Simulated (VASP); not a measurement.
# TiO2 (P4_2/mnm) in VASP: a series of runs, part 2 of 2

VASP 6.6.1.

**3. Single point, PBE**

Input file INCAR:

```
PREC = Accurate
ENCUT = 520
EDIFF = 1E-7
ISMEAR = 0
SIGMA = 0.05
LREAL = False
LASPH = True
NELM = 100
ALGO = Normal
ISIF = 2
LWAVE = False
LCHARG = False
GGA = PE
ADDGRID = False
```

Input file KPOINTS:

```
regular mesh
0
Gamma
  2 2 3
```

Input file POSCAR:

```
TiO2
1.0
    4.5998373239      0.0000000000      0.0000000000
    0.0000000000      4.5998373239      0.0000000000
    0.0000000000      0.0000000000      2.9592135600
Ti O
2 4
Direct
    0.0000000000      0.0000000000      0.5000000000
    0.5000000000      0.5000000000      0.0000000000
    0.3043213200      0.3043213200      0.5000000000
    0.1956786800      0.8043213200      0.0000000000
    0.8043213200      0.1956786800      0.0000000000
    0.6956786800      0.6956786800      0.5000000000
```

Potentials or basis: VASP PAW PBE potentials, release 64 (Ti_sv, O).

Command:

```
$ cat potpaw_PBE.64/Ti_sv/POTCAR potpaw_PBE.64/O/POTCAR > POTCAR
$ mpirun -np 1 vasp_std > vasp.out
```

OUTCAR:

```text
PREC = Accurate
   ENCUT = 520
   EDIFF = 1E-7
   ISMEAR = 0
   LREAL = False
   LASPH = True
   NELM = 100
   ISIF = 2
   GGA = PE

 Found      6 irreducible k-points:

 Following reciprocal coordinates:
            Coordinates               Weight
  0.000000  0.000000  0.000000      1.000000
  0.500000  0.000000  0.000000      2.000000
  0.500000  0.500000  0.000000      1.000000
  0.000000  0.000000  0.333333      2.000000
  0.500000  0.000000  0.333333      4.000000
  0.500000  0.500000  0.333333      2.000000
   k-points           NKPTS =      6   k-points in BZ     NKDIM =      6   number of bands    NBANDS=     28
   number of dos      NEDOS =    301   number of ions     NIONS =      6
   total plane-waves  NPLWV =  31104
   dimension x,y,z NGX =    36 NGY =   36 NGZ =   24
   dimension x,y,z NGXF=    72 NGYF=   72 NGZF=   48
   ions per type =               2   4
   NGX,Y,Z   is equivalent  to a cutoff of  13.01, 13.01, 13.48 a.u.
   NGXF,Y,Z  is equivalent  to a cutoff of  26.02, 26.02, 26.97 a.u.
 SYSTEM =  unknown system
   PREC   = accura    normal or accurate (medium, high low for compatibility)
   ISTART =      0    job   : 0-new  1-cont  2-samecut
   ICHARG =      2    charge: 1-file 2-atom 10-const
   ISPIN  =      1    spin polarized calculation?
   LNONCOLLINEAR =      F non collinear calculations
   LSORBIT =      F    spin-orbit coupling
   LASPH  =      T    aspherical Exc in radial PAW
   ENCUT  =  520.0 eV  38.22 Ry    6.18 a.u.   8.55  8.55  5.50*2*pi/ulx,y,z
   NELM   =    100;   NELMIN=  2; NELMDL= -5     # of ELM steps
   EDIFF  = 0.1E-06   stopping-criterion for ELM
   LREAL  =      F    real-space projection
   EDIFFG = 0.1E-05   stopping-criterion for IOM
   NSW    =      0    number of steps for IOM
   IBRION =     -1    ionic relax: 0-MD 1-quasi-New 2-CG
   NFREE  =      0    steps in history (QN), initial steepest desc. (CG)
   ISIF   =      2    stress and relaxation
   ISYM   =      2    0-nonsym 1-usesym 2-fastsym
   POTIM  = 0.5000    time-step for ionic-motion
   TEBEG  =    0.0;   TEEND  =   0.0 temperature during run
   PSTRESS=    0.0 pullay stress
   NELECT =      48.0000    total number of electrons
   NUPDOWN=      -1.0000    fix difference up-down
   EMIN   =  10.00;   EMAX   =-10.00  energy-range for DOS
   EFERMI =   0.00;   METHOD = LEGACY
   ISMEAR =     0;   SIGMA  =   0.05  broadening in eV -4-tet -1-fermi 0-gaus
   EFERMI_NEDOS =   21; number of points for ismear=-14 and -15
   IALGO  =     38    algorithm
   IMIX   =      4    mixing-type and parameters
     AMIX     =   0.40;   BMIX     =  1.00
     AMIX_MAG =   1.60;   BMIX_MAG =  1.00
  volume/ion in A,a.u.               =      10.44        70.42
  Fermi-wavevector in a.u.,A,eV,Ry     =   1.498309  2.831394 30.544140  2.244931
  Thomas-Fermi vector in A             =   2.610085
   LORBIT       =      0    0 simple, 1 ext, 2 COOP (PROOUT), +10 PAW based schemes
   GGA     = PE    functional components
   LHFCALC =     F    Hartree Fock is set to
   AEXX    =    0.0000 exact exchange contribution
   IVDW    =     0    specifies the selected vdW correction
   LEPSILON=     F    determine dielectric tensor
   LRPA    =     F    only Hartree local field effects (RPA)
 non-spin polarized calculation
 Gauss-broadening in eV      SIGMA  =   0.05
  energy-cutoff  :      520.00
  volume of cell :       62.61
 maximum number of plane-waves:      1720
 NGX is ok and might be reduce to    36
   NGX = 17   NGY = 17   NGZ = 11

 number of electron      48.0000021 magnetization

 Free energy of the ion-electron system (eV)
  ---------------------------------------------------
  ext. energy  EPLUGINS =         0.00000000
  ---------------------------------------------------
  free energy    TOTEN  =       -53.56336784 eV

  energy without entropy =      -53.56336784  energy(sigma->0) =      -53.56336784

 E-fermi :   5.0721     XC(G=0): -11.3964

 val. band max:        4.8452945503   @ k =   0.0000   0.0000   0.0000
 cond. band min:       6.6458001665   @ k =   0.0000   0.0000   0.0000
 fundamental gap:      1.8005056163
 Fermi energy:         5.0721103625

 k-point     1 :       0.0000    0.0000    0.0000
  band No.  band energies     occupation
      1     -52.1444      2.00000
      2     -52.1276      2.00000
      3     -28.4484      2.00000
      4     -28.4484      2.00000
      5     -28.2851      2.00000
      6     -28.2851      2.00000
[... 20 lines left out ...]
     27       7.1766      0.00000
[... 133 lines left out ...]
      6     -28.3614      2.00000
[... 20 lines left out ...]
     27       7.7758      0.00000
     28       7.8215      0.00000

------------------------ aborting loop because EDIFF is reached ----------------------------------------

  FORCE on cell =-STRESS in cart. coord.  units (eV):
  Direction    XX          YY          ZZ          XY          YZ          ZX
  --------------------------------------------------------------------------------------
  -------------------------------------------------------------------------------------
  Total        1.9907336      1.9907336      2.1009354     -0.0000000      0.0000000      0.0000000
  in kB       50.9404140     50.9404140     53.7603414     -0.0000000      0.0000000      0.0000000
  external PRESSURE =      51.8803898 kB  Pullay stress =       0.0000000 kB

 VOLUME and BASIS-vectors are now :
 -----------------------------------------------------------------------------
  energy-cutoff  :      520.00
  volume of cell :       62.61
      direct lattice vectors                 reciprocal lattice vectors
     4.599837324  0.000000000  0.000000000     0.217398993  0.000000000  0.000000000
     0.000000000  4.599837324  0.000000000     0.000000000  0.217398993  0.000000000
     0.000000000  0.000000000  2.959213560     0.000000000  0.000000000  0.337927622

 POSITION                                       TOTAL-FORCE (eV/Angst)
 -----------------------------------------------------------------------------------
      0.00000      0.00000      1.47961         0.000000     -0.000000      0.000000
      2.29992      2.29992      0.00000         0.000000     -0.000000      0.000000
      1.39983      1.39983      1.47961         0.000204      0.000204     -0.000000
      0.90009      3.69975      0.00000        -0.000204      0.000204      0.000000
      3.69975      0.90009      0.00000         0.000204     -0.000204      0.000000
      3.20001      3.20001      1.47961        -0.000204     -0.000204      0.000000
 -----------------------------------------------------------------------------------
    total drift:                                0.000000      0.000000      0.000000

  FREE ENERGIE OF THE ION-ELECTRON SYSTEM (eV)
  ---------------------------------------------------
  free  energy   TOTEN  =       -53.5633678392 eV

  energy  without entropy=      -53.5633678392  energy(sigma->0) =      -53.56336784
```

OSZICAR:

```text
N       E                     dE             d eps       ncg     rms          rms(c)
DAV:   1     0.687217203257E+03    0.68722E+03   -0.24911E+04   336   0.204E+03
DAV:   2     0.463960134099E+02   -0.64082E+03   -0.61506E+03   372   0.590E+02
DAV:   3    -0.647033965298E+02   -0.11110E+03   -0.10971E+03   504   0.220E+02
DAV:   4    -0.708699261945E+02   -0.61665E+01   -0.61547E+01   464   0.520E+01
DAV:   5    -0.711515233643E+02   -0.28160E+00   -0.28148E+00   468   0.954E+00    0.314E+01
DAV:   6    -0.540418227570E+02    0.17110E+02   -0.12071E+02   404   0.104E+02    0.117E+01
DAV:   7    -0.536697899227E+02    0.37203E+00   -0.16337E+01   404   0.317E+01    0.747E+00
DAV:   8    -0.538011565036E+02   -0.13137E+00   -0.48291E+00   408   0.198E+01    0.470E+00
DAV:   9    -0.535617366896E+02    0.23942E+00   -0.24785E+00   424   0.136E+01    0.134E+00
DAV:  10    -0.535628634510E+02   -0.11268E-02   -0.13754E-01   424   0.294E+00    0.216E-01
DAV:  11    -0.535634217727E+02   -0.55832E-03   -0.63500E-03   444   0.605E-01    0.923E-02
DAV:  12    -0.535634282789E+02   -0.65061E-05   -0.60517E-04   472   0.157E-01    0.736E-02
DAV:  13    -0.535633664367E+02    0.61842E-04   -0.29022E-04   432   0.140E-01    0.584E-03
DAV:  14    -0.535633678402E+02   -0.14035E-05   -0.15166E-05   456   0.261E-02    0.771E-03
DAV:  15    -0.535633677730E+02    0.67113E-07   -0.19405E-06   440   0.156E-02    0.249E-03
DAV:  16    -0.535633678392E+02   -0.66178E-07   -0.29495E-07   332   0.401E-03
   1 F= -.53563368E+02 E0= -.53563368E+02  d E =-.271788E-11
```

stdout:

```text
POSCAR found type information on POSCAR TiO
 POSCAR found :  2 types and       6 ions
 scaLAPACK will be used
 LDA part: xc-table for (Slater+PW92), standard interpolation
 POSCAR, INCAR and KPOINTS ok, starting setup
 FFT: planning ... GRIDC
 FFT: planning ... GRID_SOFT
 FFT: planning ... GRID
 WAVECAR not read
 entering main loop
```

Run time: 14 s. Hardware: 1 thread of AMD EPYC 7R13 (Zen 3), shared host; peak memory 0.14 GiB.

The run converged, but some of its settings lie outside the range that counts as converged, so its numbers aren't taken as properties of the crystal.

Results:

```yaml
Free_energy: -53.5634 eV
Pressure: 5.2 GPa
Band_gap_on_the_k_mesh: 1.80 eV, direct
```

Caveat: the k mesh is coarse (spacing up to 0.71 Å⁻¹), so the values aren't converged; an odd mesh through Γ misses points on the zone boundary, where band edges often lie.
